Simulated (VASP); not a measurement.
# CdTe: band gap with a hybrid functional, by functional

CdTe, F-43m (no. 216), 2 atoms in the cell.

| Functional | Gap, path and mesh (eV) | Direct gap, path and mesh (eV) | Gap on the mesh (eV) | Direct gap at Γ (eV) | Time (s) |
|---|---|---|---|---|---|
| HF | 6.60 | 6.60 | 6.60 | 6.60 | 1627 |
| RSHXLDA | 6.01 | 6.01 | 6.01 | 6.01 | 1603 |
| RSHXPBE | 6.69 | 6.69 | 6.69 | 6.69 | 1961 |
| HF with LDA correlation | 6.66 | 6.66 | 6.66 | 6.66 | 1617 |

## Input of the first row

INCAR.step1:
```
PREC = Accurate ; ENCUT = 450
EDIFF = 1E-5 ; ISMEAR = 0
SIGMA = 0.02 ; LREAL = False
LASPH = True ; GGA_COMPAT = False
ALGO = Normal ; NELM = 150
ISIF = 2 ; LWAVE = True
LCHARG = False ; GGA = PE
NBANDS = 16 ; KPAR = 4
```

INCAR.step2, as INCAR.step1 but for:
```
- EDIFF = 1E-5
- LWAVE = True
+ EDIFF = 1E-6
+ LWAVE = False
+ ISTART = 1
+ LHFCALC = True
+ AEXX = 1.0
+ ALDAC = 0.0
+ AGGAC = 0.0
+ PRECFOCK = Fast
+ HFRCUT = -1
```

KPOINTS:
```
k-points
0
Gamma
  6 6 6
```

KPOINTS_OPT:
```
path GXWKGLUWLK,UX
6
line-mode
reciprocal
 0.0000000000  0.0000000000  0.0000000000  G
 0.5000000000  0.0000000000  0.5000000000  X

 0.5000000000  0.0000000000  0.5000000000  X
 0.5000000000  0.2500000000  0.7500000000  W

 0.5000000000  0.2500000000  0.7500000000  W
 0.3750000000  0.3750000000  0.7500000000  K

 0.3750000000  0.3750000000  0.7500000000  K
 0.0000000000  0.0000000000  0.0000000000  G

 0.0000000000  0.0000000000  0.0000000000  G
 0.5000000000  0.5000000000  0.5000000000  L

 0.5000000000  0.5000000000  0.5000000000  L
 0.6250000000  0.2500000000  0.6250000000  U

 0.6250000000  0.2500000000  0.6250000000  U
 0.5000000000  0.2500000000  0.7500000000  W

 0.5000000000  0.2500000000  0.7500000000  W
 0.5000000000  0.5000000000  0.5000000000  L

 0.5000000000  0.5000000000  0.5000000000  L
 0.3750000000  0.3750000000  0.7500000000  K

 0.6250000000  0.2500000000  0.6250000000  U
 0.5000000000  0.0000000000  0.5000000000  X
```

POSCAR:
```
CdTe
1.0
    0.0000000000      3.2050000000      3.2050000000
    3.2050000000      0.0000000000      3.2050000000
    3.2050000000      3.2050000000      0.0000000000
Te Cd
1 1
Direct
    0.7500000000      0.7500000000      0.7500000000
    0.0000000000      0.0000000000      0.0000000000
```

Commands (each step's output is kept before the next begins):
```
cat potpaw_PBE.64/Te/POTCAR potpaw_PBE.64/Cd/POTCAR > POTCAR
cp INCAR.step1 INCAR
mpirun -np 4 vasp_std > vasp.out
cp INCAR.step2 INCAR
mpirun -np 4 vasp_std > vasp.out
```

Changes of the last row against the first:
```
(step 2)
- GGA = PE
- ALDAC = 0.0
+ GGA = CA
+ ALDAC = 1.0
```

VASP 6.6.1 took 1627 s on 4 cores (Intel Xeon Platinum 8488C (Sapphire Rapids)), a shared host.
